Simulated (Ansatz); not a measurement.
# HfS2: the cost of one run

Method: DFT PBE, scalar-relativistic, plane waves, PAW, in Ansatz 0.2.0.

## Step 1: The starting structure

The structure is trigonal, space group P-3m1 (No. 164). Conventional cell: a = 3.615 Å, b = 3.615 Å, c = 18.000 Å, α = 90.00°, β = 90.00°, γ = 120.00°. Hf (site symmetry -3m) is surrounded by 6 S at 2.66 Å. S (site symmetry 3m) has 3 Hf at 2.66 Å as nearest neighbours.

As a file:

```cif
data_structure
_symmetry_space_group_name_H-M 'P 1'
_symmetry_Int_Tables_number 1
_cell_length_a 3.6151
_cell_length_b 3.6151
_cell_length_c 18.0000
_cell_angle_alpha 90.000
_cell_angle_beta 90.000
_cell_angle_gamma 120.000
_cell_volume 203.73
loop_
_atom_site_label
_atom_site_type_symbol
_atom_site_fract_x
_atom_site_fract_y
_atom_site_fract_z
_atom_site_occupancy
Hf1 Hf 0.00000 0.00000 0.50000 1
S1 S 0.66667 0.33333 0.40827 1
S2 S 0.33333 0.66667 0.59173 1
```

The cell is invented: species swapped into a sheet modelled on a layer of TiI2, with S on the I sites and Hf on the Ti sites. Its size is a rough estimate.

It is a sheet, periodic along a and b, with vacuum along c; volumes and pressures of the box carry no meaning, and space groups named for it are those of the box.

## Step 2: The guess as it stands, on a coarse mesh

File input.yaml:

```yaml
crystal:
  lattice:
    - [3.61512776, 0.0, 0.0]
    - [-1.80756388, 3.13079237, 0.0]
    - [0.0, 0.0, 18.0]
  atoms:
    - { symbol: Hf, position: [0.0, 0.0, 0.5] }
    - { symbol: S, position: [0.66666667, 0.33333333, 0.4082663] }
    - { symbol: S, position: [0.33333333, 0.66666667, 0.5917337] }
  periodic: [true, true, false]
basis:
  ecutwfc: 420
kpoints:
  mp_grid: { grid: [6, 6, 1] }
hamiltonian:
  xc: pbe
scf:
  occupations: { method: gaussian, width: 0.1 }
  lower_state_search: "off"
output:
  forces: true
  stress: true
  eigenvalues: true
```

Started as:

```bash
> ansatz run input.yaml --threads 1 --pin off --max-ram 2048MiB --backend cpu --events-out ev --progress --plain --runs-dir out
```

What time and memory should one allow on 1 thread of Arm Neoverse N1, shared host?

About 10 s, with a peak of 0.53 GiB.
